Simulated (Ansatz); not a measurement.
Isolated molecules relaxed with PBE0-D4/def2-TZVP in Ansatz; ΔE leaves out vibrations. CCSD(T)/CBS is the MP2 limit (def2-TZVPP, def2-QZVPP) plus CCSD(T) − MP2 in def2-TZVPP, frozen cores. This one scheme is used for every species. Functionals use def2-TZVPP. For Se outer-core shells are correlated without core-valence functions, which leaves a few kJ/mol of doubt a bond. Scalar relativity is left out up to krypton. Each species was taken in one conformer, which may not be the lowest.

`C[Se][SiH2]Cl` + `FC(F)F` → `C[Se]C(F)(F)F` + `[SiH3]Cl`  (formal exchange of groups at the Se–Si bond)

```json
{"level": "PBE0-D4", "ΔE (kcal/mol)": "29.3"}
{"level": "r2SCANh-D4", "ΔE (kcal/mol)": "28.1"}
{"level": "CAM-B3LYP-D4", "ΔE (kcal/mol)": "27.0"}
{"level": "ωB97X-V", "ΔE (kcal/mol)": "26.8"}
{"level": "PBE-QIDH", "ΔE (kcal/mol)": "30.1"}
{"level": "CCSD(T)/def2-SVP", "ΔE (kcal/mol)": "27.8"}
{"level": "SCS-MP2/def2-TZVPP", "ΔE (kcal/mol)": "28.9"}
{"level": "MP2/def2-QZVPP", "ΔE (kcal/mol)": "30.5"}
```

(1) What does CCSD(T)/CBS give? (An estimate is asked.)

Largest T1 diagnostic among the species: 0.012.

Results:

(1) Ansatz gave: +29.1 kcal/mol. The listed levels differ from it by 0.2, -1.0, -2.1, -2.3, 1.0, -1.3, -0.2, 1.4 kcal/mol.

From BLYP to BHLYP (50 % exact exchange), in def2-TZVPP and without D4, ΔE moves by +2.9 kcal/mol. At CCSD(T), def2-SVP lies −1.3 kcal/mol from the extrapolated value and def2-TZVPP −0.8 kcal/mol. The D4 term adds +0.8 kcal/mol with B3LYP and +0.5 kcal/mol with PBE0; it sums over pairs of atoms, weighted by their polarisabilities, and B3LYP, whose exchange is more repulsive, gets the larger term.

B3LYP here is the variant with VWN-RPA as its local correlation; programs differ in this.

CCSD(T)/CBS has its own doubt, a few kJ/mol and more with outer-core shells, so smaller differences from it don't rank the levels.
